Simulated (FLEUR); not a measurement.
Runs of FLEUR MaX-R8.1 (later development tree) on Fe. It takes space group P6_3/mmc (No. 194, hexagonal). Conventional cell: a = 2.434 Å, b = 2.434 Å, c = 3.842 Å, α = 90.00°, β = 90.00°, γ = 120.00°. Around Fe (site symmetry -6m2) lie 12 Fe at 2.38 to 2.43 Å. This isn't the form of Fe at room conditions, which is bcc.

```tsv
task	level	spin	U	k mesh	gmax	muffin-tin radii	lnonsphr	local orbitals a species	max iterations	kmax	gap on the mesh (eV)	moment (μB)
single point	PBEsol+U	collinear, ferromagnetic start	Fe d U = 5 eV	10 × 10 × 6	14.7 1/bohr	Fe 2.06 bohr	Fe 8	Fe 4	100	4.76 1/bohr	none	5.63
single point	PBEsol+U	collinear, ferromagnetic start	Fe d U = 6 eV	10 × 10 × 6	14.7 1/bohr	Fe 2.06 bohr	Fe 8	Fe 4	100	4.76 1/bohr	none	(a)
single point	PBEsol+U	collinear, ferromagnetic start	Fe d U = 2 eV	10 × 10 × 6	14.7 1/bohr	Fe 2.06 bohr	Fe 8	Fe 4	100	4.76 1/bohr	none	(b)
single point	PBEsol+U	collinear, ferromagnetic start	Fe d U = 4 eV	10 × 10 × 6	14.7 1/bohr	Fe 2.06 bohr	Fe 8	Fe 4	100	4.76 1/bohr	none	5.52
band structure	r2SCAN	collinear, ferromagnetic start	-	12 × 12 × 7	14.6 1/bohr	Fe 2.08 bohr	-	Fe 5	60	4.71 1/bohr	-	5.17
single point	PBEsol+U	collinear, ferromagnetic start	Fe d U = 8 eV	10 × 10 × 6	14.7 1/bohr	Fe 2.06 bohr	Fe 8	Fe 4	100	4.76 1/bohr	none	6.17
single point	PBEsol+U	collinear, ferromagnetic start	Fe d U = 3 eV	10 × 10 × 6	14.7 1/bohr	Fe 2.06 bohr	Fe 8	Fe 4	100	4.76 1/bohr	none	5.36
```

Alike in all rows: potentials or basis all-electron, FLAPW; cell as given; smearing fermi-dirac 0.05 eV.

Question: Estimate the missing entries.

Answer: (a) 5.98; (b) 5.31.

Caveats: the U is typed as a test and isn't derived for this compound (some runs); the meta-GGA is that of a development version, with a GGA for the radial functions and cores and without core tails (some runs).

A k mesh can miss the band edges.

A gap of «none» marks a metal or a gap under the smearing width.

Not every run made on this cell is shown here.
